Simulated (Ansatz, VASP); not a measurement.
# InP in two plane-wave programs

Wanted: the spread between two codes on one cell, functional and k mesh. The cell is taken from a series of runs on this material, whose earlier steps may have relaxed, scaled, displaced or heated it; both programs get it as it stands.

Program: Ansatz 0.2.0. Level of theory: plane waves, with VASP 6.6.1 beside it; zone-centre phonons at LDA. Results are calculated unless marked as measured.

## (1) Starting point

The structure is tetragonal, space group I-4m2 (No. 119). The conventional cell has a = 4.285 Å, b = 4.285 Å, c = 5.555 Å, α = 90.00°, β = 90.00°, γ = 90.00°. Nearest to P lie 4 In at 2.55 Å. Nearest to In lie 4 P at 2.55 Å. Farther neighbours are not listed.

Structure file:

```xyz
2
Lattice="0.0000 3.0300 2.7773 3.0300 0.0000 2.7773 3.0300 3.0300 0.0000" Properties=species:S:1:pos:R:3 pbc="T T T"
P     4.5450    4.5450    4.1660
In    0.0000    0.0000    0.0000
```

## (2) VASP: zone-centre phonons, LDA

Second derivatives magnify differences that forces hide, and they need a tight electronic threshold.

Lines of VASP's logs that name or quote its potential files are left out, and so is its time.

INCAR reads:

```
SYSTEM = InP
PREC = Accurate
ENCUT = 500
EDIFF = 1E-08
NELM = 120
ISMEAR = 0
SIGMA = 0.02
LREAL = .FALSE.
ALGO = Normal
GGA = CA
NBANDS = 15
LORBIT = 11
LWAVE = .FALSE.
LCHARG = .FALSE.
ISIF = 2
IBRION = 8
LASPH = .TRUE.
GGA_COMPAT = .FALSE.
EFERMI = MIDGAP
KPAR = 2
```

POSCAR reads:

```
InP
1.0
    0.0000000000      3.0300302543      2.7773408754
    3.0300302543      0.0000000000      2.7773408754
    3.0300302543      3.0300302543      0.0000000000
P In
1 1
Direct
    0.7500000000      0.7500000000      0.7500000000
    0.0000000000      0.0000000000      0.0000000000
```

KPOINTS reads:

```
Automatic mesh
0
Gamma
20 20 20
0 0 0
```

Potentials, in the order of the species: P and In_d (LDA family, release 64).

Started as:

```console
$ mpirun -np 2 vasp_std
```

Numbers of over 12 decimals in the logs are rounded to 6 here.

The program printed:

```text
[banner, memory and clock lines left out]
running    2 mpi-ranks, on    1 nodes
 distrk:  each k-point on    1 cores,    2 groups
 distr:  one band on    1 cores,    1 groups

 POSCAR found type information on POSCAR P In
 POSCAR found :  2 types and       2 ions
 LDA part: xc-table for (Slater(with rela. corr.)+CA(PZ))
 , standard interpolation
 POSCAR, INCAR and KPOINTS ok, starting setup
 FFT: planning ... GRIDC
 FFT: planning ... GRID_SOFT
 FFT: planning ... GRID
 WAVECAR not read
 entering main loop
       N       E                     dE             d eps       ncg     rms          rms(c)
DAV:   1     0.111312204056E+03    0.11131E+03   -0.82925E+03 19339   0.130E+03
DAV:   2    -0.232437244947E+01   -0.11364E+03   -0.10917E+03 20980   0.305E+02
DAV:   3    -0.984741349890E+01   -0.75230E+01   -0.74819E+01 24970   0.794E+01
DAV:   4    -0.100517623303E+02   -0.20435E+00   -0.20427E+00 24471   0.143E+01
DAV:   5    -0.100614751289E+02   -0.97128E-02   -0.97126E-02 29183   0.268E+00    0.565E+00
DAV:   6    -0.967799243992E+01    0.38348E+00   -0.61458E-01 30924   0.132E+01    0.338E+00
DAV:   7    -0.963881928481E+01    0.39173E-01   -0.14161E-01 27468   0.308E+00    0.116E+00
DAV:   8    -0.963355176317E+01    0.52675E-02   -0.12559E-02 25550   0.136E+00    0.350E-01
DAV:   9    -0.963332146132E+01    0.23030E-03   -0.11366E-03 26143   0.416E-01    0.168E-01
DAV:  10    -0.963334771903E+01   -0.26258E-04   -0.13880E-04 30114   0.118E-01    0.106E-01
DAV:  11    -0.963335192325E+01   -0.42042E-05   -0.19630E-05 30378   0.656E-02    0.450E-02
DAV:  12    -0.963334997755E+01    0.19457E-05   -0.46003E-06 25033   0.281E-02    0.110E-02
DAV:  13    -0.963334994431E+01    0.33234E-07   -0.29989E-07 23982   0.360E-03    0.976E-03
DAV:  14    -0.963334991866E+01    0.25655E-07   -0.40194E-08 25145   0.273E-03    0.307E-03
DAV:  15    -0.963334991027E+01    0.83946E-08   -0.29300E-08 22254   0.161E-03
   1 F= -.96333499E+01 E0= -.96333499E+01  d E =-.137049E-13
 Linear response reoptimize wavefunctions to high precision
DAV:   1    -0.963334991028E+01   -0.11596E-10   -0.90804E-10 16445   0.214E-04
 Linear response DOF=           4
 Linear response progress:
  Degree of freedom:   1/  4
       N       E                     dE             d eps       ncg     rms          rms(c)
RMM:   1    -0.504865145761E-01   -0.50487E-01    0.33951E-02135030   0.180E+00
RMM:   2    -0.482745674535E-01    0.22119E-02   -0.23843E-04103067   0.640E-01    0.151E-01
RMM:   3    -0.488560843087E-01   -0.58152E-03   -0.15358E-03117765   0.273E-01    0.581E-02
RMM:   4    -0.491031851144E-01   -0.24710E-03   -0.19367E-04119552   0.105E-01    0.175E-02
RMM:   5    -0.491287406083E-01   -0.25555E-04   -0.17864E-05125843   0.322E-02    0.109E-02
RMM:   6    -0.491183619713E-01    0.10379E-04   -0.35510E-06123135   0.117E-02    0.388E-03
RMM:   7    -0.491188389425E-01   -0.47697E-06   -0.34693E-07123013   0.418E-03    0.182E-03
RMM:   8    -0.491217839414E-01   -0.29450E-05   -0.96914E-08125117   0.157E-03    0.462E-04
RMM:   9    -0.491217851490E-01   -0.12076E-08    0.45093E-07136451   0.544E-04    0.234E-04
RMM:  10    -0.491218414688E-01   -0.56320E-07    0.18325E-07127433   0.224E-04    0.635E-05
RMM:  11    -0.491219361828E-01   -0.94714E-07   -0.13141E-08133427   0.934E-05    0.344E-05
RMM:  12    -0.491219364675E-01   -0.28477E-09    0.71388E-09130133   0.380E-05    0.128E-05
 first order change of Fermi-energy   0.12431E-03
 force on displaced ion       1 direction 1 :  -7.595   0.000  -0.000
 Linear response progress:
  Degree of freedom:   2/  4
       N       E                     dE             d eps       ncg     rms          rms(c)
RMM:   1    -0.499939821222E-01   -0.49994E-01    0.30382E-02 74197   0.172E+00
RMM:   2    -0.479967623136E-01    0.19972E-02   -0.77898E-04 57646   0.621E-01    0.137E-01
RMM:   3    -0.484594094020E-01   -0.46265E-03   -0.14089E-03 65503   0.256E-01    0.525E-02
RMM:   4    -0.486643342789E-01   -0.20492E-03   -0.15991E-04 65975   0.938E-02    0.176E-02
RMM:   5    -0.487038128532E-01   -0.39479E-04   -0.16299E-05 68523   0.306E-02    0.952E-03
RMM:   6    -0.486960827318E-01    0.77301E-05   -0.28291E-06 67871   0.101E-02    0.384E-03
RMM:   7    -0.486946257029E-01    0.14570E-05   -0.33681E-07 68786   0.372E-03    0.149E-03
RMM:   8    -0.486966517124E-01   -0.20260E-05    0.38081E-08 68538   0.138E-03    0.287E-04
RMM:   9    -0.486968925503E-01   -0.24084E-06    0.88302E-07 74831   0.476E-04    0.176E-04
RMM:  10    -0.486968196846E-01    0.72866E-07    0.22617E-07 71903   0.191E-04    0.822E-05
RMM:  11    -0.486969199932E-01   -0.10031E-06   -0.61242E-08 70021   0.833E-05    0.387E-05
RMM:  12    -0.486969199744E-01    0.18834E-10    0.78677E-09 72815   0.338E-05    0.435E-05
 first order change of Fermi-energy   0.96771E-03
 force on displaced ion       1 direction 3 :  -0.000  -0.000  -7.166
 Linear response progress:
  Degree of freedom:   3/  4
       N       E                     dE             d eps       ncg     rms          rms(c)
RMM:   1    -0.234975922660E+00   -0.23498E+00   -0.82422E-02 85397   0.498E+00
RMM:   2    -0.237459293392E+00   -0.24834E-02   -0.14301E-02108027   0.108E+00    0.923E-02
RMM:   3    -0.237427849559E+00    0.31444E-04   -0.16490E-03118645   0.334E-01    0.481E-02
RMM:   4    -0.237231217306E+00    0.19663E-03   -0.16564E-04120625   0.116E-01    0.237E-02
RMM:   5    -0.237196322605E+00    0.34895E-04   -0.25207E-05124968   0.420E-02    0.869E-03
RMM:   6    -0.237201846392E+00   -0.55238E-05   -0.36532E-06126451   0.148E-02    0.238E-03
RMM:   7    -0.237214049188E+00   -0.12203E-04   -0.33534E-07128599   0.454E-03    0.774E-04
RMM:   8    -0.237211798786E+00    0.22504E-05   -0.30048E-08125648   0.193E-03    0.311E-04
RMM:   9    -0.237210735052E+00    0.10637E-05    0.30937E-08130144   0.864E-04    0.605E-05
RMM:  10    -0.237211069914E+00   -0.33486E-06    0.24765E-07127367   0.394E-04    0.554E-05
RMM:  11    -0.237211121999E+00   -0.52086E-07    0.21699E-07135461   0.194E-04    0.288E-05
RMM:  12    -0.237211220194E+00   -0.98195E-07    0.13945E-07126850   0.112E-04    0.605E-05
RMM:  13    -0.237211183652E+00    0.36543E-07    0.76361E-08121747   0.735E-05    0.906E-05
RMM:  14    -0.237211239104E+00   -0.55452E-07    0.41423E-08121125   0.505E-05    0.307E-06
RMM:  15    -0.237211235302E+00    0.38017E-08    0.30464E-08136536   0.312E-05    0.150E-06
 first order change of Fermi-energy  -0.14053E-04
 force on displaced ion       2 direction 1 :  -7.610  -0.000   0.000
 Linear response progress:
  Degree of freedom:   4/  4
       N       E                     dE             d eps       ncg     rms          rms(c)
RMM:   1    -0.234360854802E+00   -0.23436E+00   -0.68908E-02 47144   0.507E+00
RMM:   2    -0.237013594053E+00   -0.26527E-02   -0.13582E-02 59278   0.105E+00    0.849E-02
RMM:   3    -0.236950482545E+00    0.63112E-04   -0.15619E-03 66049   0.323E-01    0.425E-02
RMM:   4    -0.236728784749E+00    0.22170E-03   -0.13943E-04 66674   0.106E-01    0.215E-02
RMM:   5    -0.236670317017E+00    0.58468E-04   -0.21960E-05 68441   0.391E-02    0.805E-03
RMM:   6    -0.236667828590E+00    0.24884E-05   -0.31291E-06 69069   0.133E-02    0.212E-03
RMM:   7    -0.236679400221E+00   -0.11572E-04   -0.42930E-07 70863   0.392E-03    0.787E-04
RMM:   8    -0.236678811936E+00    0.58828E-06   -0.86685E-08 69513   0.163E-03    0.327E-04
RMM:   9    -0.236678481941E+00    0.32999E-06   -0.35718E-08 72962   0.714E-04    0.145E-04
RMM:  10    -0.236677898712E+00    0.58323E-06    0.63038E-08 68485   0.317E-04    0.791E-05
RMM:  11    -0.236678052811E+00   -0.15410E-06    0.94496E-08 69522   0.164E-04    0.417E-05
RMM:  12    -0.236678061227E+00   -0.84162E-08    0.51233E-08 76449   0.880E-05    0.615E-05
 first order change of Fermi-energy   0.14919E-04
 force on displaced ion       2 direction 3 :   0.000   0.000  -7.180
 Linear response finished
```

From OUTCAR (step 2):

```text
ion  position               nearest neighbor table
   1  0.750  0.750  0.750-   2 2.55   2 2.55   2 2.55   2 2.55
   2  0.000  0.000  0.000-   1 2.55   1 2.55   1 2.55   1 2.55

  LATTYP: Found a body centered tetragonal cell.
 ALAT       =     4.2851098800
 C/A-ratio  =     1.2962752196

 Subroutine GETGRP returns: Found  8 space group operations
 (whereof  8 operations were pure point group operations)

The static configuration has the point symmetry D_2d.

 Found    641 irreducible k-points:

   k-points           NKPTS =    641   k-points in BZ     NKDIM =    641   number of bands    NBANDS=     15

   dimension x,y,z NGX =    30 NGY =   30 NGZ =   32
   dimension x,y,z NGXF=    60 NGYF=   60 NGZF=   64

   ENCUT  =  500.0 eV  36.75 Ry    6.06 a.u.   7.49  7.49  7.81*2*pi/ulx,y,z

   NELECT =      18.0000    total number of electrons

 k-points in reciprocal lattice and weights: Automatic mesh
   0.00000000  0.00000000  0.00000000       0.000
   0.05000000  0.00000000  0.00000000       0.001
   0.10000000  0.00000000  0.00000000       0.001
   0.15000000  0.00000000  0.00000000       0.001
   0.20000000  0.00000000  0.00000000       0.001
   0.25000000  0.00000000  0.00000000       0.001
   0.30000000  0.00000000  0.00000000       0.001
   0.35000000  0.00000000  0.00000000       0.001
   0.40000000  0.00000000  0.00000000       0.001
[...]
-0.30000000  0.20000000  0.50000000       0.001
  -0.25000000  0.25000000  0.50000000       0.000

 average (electrostatic) potential at core
       1 -84.1460       2 -95.3679

  Total       -1.0407308     -1.0407308      0.0063625      0.0000000     -0.0000000      0.0000000
  in kB      -32.6960943    -32.6960943      0.1998881      0.0000000     -0.0000000      0.0000000
  external PRESSURE =     -21.7307668 kB  Pullay stress =       0.0000000 kB

  energy-cutoff  :      500.00
  volume of cell :       51.00
      direct lattice vectors                 reciprocal lattice vectors
     0.000000000  3.030030254  2.777340875    -0.165014854  0.165014854  0.180028316
     3.030030254  0.000000000  2.777340875     0.165014854 -0.165014854  0.180028316
     3.030030254  3.030030254  0.000000000     0.165014854  0.165014854 -0.180028316

 POSITION                                       TOTAL-FORCE (eV/Angst)
 -----------------------------------------------------------------------------------
      4.54505      4.54505      4.16601         0.000000      0.000000     -0.000000
      0.00000      0.00000      0.00000        -0.000000     -0.000000      0.000000
 -----------------------------------------------------------------------------------
    total drift:                               -0.000001     -0.000001      0.000002

 Eigenvectors and eigenvalues of the dynamical matrix
 ----------------------------------------------------

   1 f  =    8.724941 THz    54.820423 2PiTHz  291.032715 cm-1    36.083442 meV
             X         Y         Z           dx          dy          dz
      4.545045  4.545045  4.166011    -0.887247    0.000000    0.000000
      0.000000  0.000000  0.000000     0.461295    0.000000    0.000000

   2 f  =    8.724941 THz    54.820423 2PiTHz  291.032715 cm-1    36.083442 meV
             X         Y         Z           dx          dy          dz
      4.545045  4.545045  4.166011     0.000000    0.887247   -0.000000
      0.000000  0.000000  0.000000     0.000000   -0.461295    0.000000

   3 f  =    8.474932 THz    53.249569 2PiTHz  282.693308 cm-1    35.049487 meV
             X         Y         Z           dx          dy          dz
      4.545045  4.545045  4.166011     0.000000   -0.000000   -0.887245
      0.000000  0.000000  0.000000     0.000000   -0.000000    0.461299

   4 f/i=    0.003585 THz     0.022528 2PiTHz    0.119598 cm-1     0.014828 meV
             X         Y         Z           dx          dy          dz
      4.545045  4.545045  4.166011     0.000000    0.000000    0.461299
      0.000000  0.000000  0.000000     0.000000    0.000000    0.887245

   5 f/i=    0.003651 THz     0.022938 2PiTHz    0.121774 cm-1     0.015098 meV
             X         Y         Z           dx          dy          dz
      4.545045  4.545045  4.166011     0.000000    0.461295   -0.000000
      0.000000  0.000000  0.000000     0.000000    0.887247   -0.000000

   6 f/i=    0.003651 THz     0.022938 2PiTHz    0.121774 cm-1     0.015098 meV
             X         Y         Z           dx          dy          dz
      4.545045  4.545045  4.166011    -0.461295    0.000000    0.000000
      0.000000  0.000000  0.000000    -0.887247    0.000000    0.000000

 ELASTIC MODULI CONTR FROM IONIC RELAXATION (kBar)
 Direction    XX          YY          ZZ          XY          YZ          ZX
 --------------------------------------------------------------------------------
 XX           0.0000      0.0000      0.0000      0.0000      0.0000      0.0000
 YY           0.0000      0.0000      0.0000      0.0000      0.0000      0.0000
 ZZ           0.0000      0.0000      0.0000      0.0000      0.0000      0.0000
 XY           0.0000      0.0000      0.0000   -190.2238      0.0000      0.0000
 YZ           0.0000      0.0000      0.0000      0.0000   -195.2768      0.0000
 ZX           0.0000      0.0000      0.0000      0.0000      0.0000   -170.3378
 --------------------------------------------------------------------------------
```

[end of part 1 of 2]

[Lines on the potential files, build, host, timing and source positions are cut from VASP's logs without a mark.]

[Logs are printed without paths, hosts, clocks, repeated set-up lines and the standing remarks that a program may print on its own settings, such as how far it seeks lower states.]

[Hosts, paths, dates, database ids (printed as entryN), source tags and the programs' standing remarks are cut or masked in the printed files.]
